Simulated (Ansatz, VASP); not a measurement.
W in VASP and in Ansatz

INCAR

```
PREC = Accurate
ENCUT = 520
EDIFF = 1E-7
ISMEAR = -1
SIGMA = 0.05
LREAL = F
LASPH = T
NELM = 100
ALGO = Normal
ISIF = 2
LWAVE = F
LCHARG = F
GGA = PS
NBANDS = 13
```

KPOINTS

```
Automatic mesh
0
Gamma
  12 12 12
```

The input POSCAR:

```
W
1.0
   -1.5609593379      1.5609593379      1.5609593379
    1.5609593379     -1.5609593379      1.5609593379
    1.5609593379      1.5609593379     -1.5609593379
W
1
Direct
    0.0000000000      0.0000000000      0.0000000000
```

input.yaml

```yaml
crystal:
  lattice:
    - [-1.5609593379, 1.5609593379, 1.5609593379]
    - [1.5609593379, -1.5609593379, 1.5609593379]
    - [1.5609593379, 1.5609593379, -1.5609593379]
  atoms:
    - { symbol: W, position: [0.0, 0.0, 0.0] }
hamiltonian:
  xc: pbesol
  pseudopotentials: { kind: paw }
kpoints:
  mp_grid: { grid: [12, 12, 12] }
scf:
  occupations: { method: fermi_dirac, width: 0.05 }
output:
  forces: true
  stress: true
  eigenvalues: true
```

Change from the starting cell: volume scaled by 0.96.

Alike in both runs: task single point; functional PBEsol; k mesh 12 × 12 × 12; occupations fermi-dirac, width 0.05 eV; no spin polarisation.

|  | VASP | Ansatz |
| --- | --- | --- |
| version | VASP 6.6.1 | Ansatz 0.2.0 |
| potentials or method | VASP PAW PBE potentials, release 64 (W_sv) | Ansatz PAW |
| plane-wave cutoff (eV) | 520 | 420 |
| valence electrons in the cell | 14 | 14 |

```csv
,VASP,Ansatz,Ansatz less VASP
gap on the k mesh at the Fermi level (eV),none,none,-
pressure (GPa),11.4,10.5,-0.88
```

A gap of «none» marks a metal or a gap that the smearing closes. With one functional, cell and mesh, what is left measures potentials, basis and numerics.

Caveats: the PAW data sets were made with another functional, which shifts forces and pressure a little (VASP); the PAW data sets come from PBE, with cores solved anew for the run's functional, which leaves a small shift of forces and pressure (Ansatz). Spin-orbit coupling is left out, which matters for the levels of W.
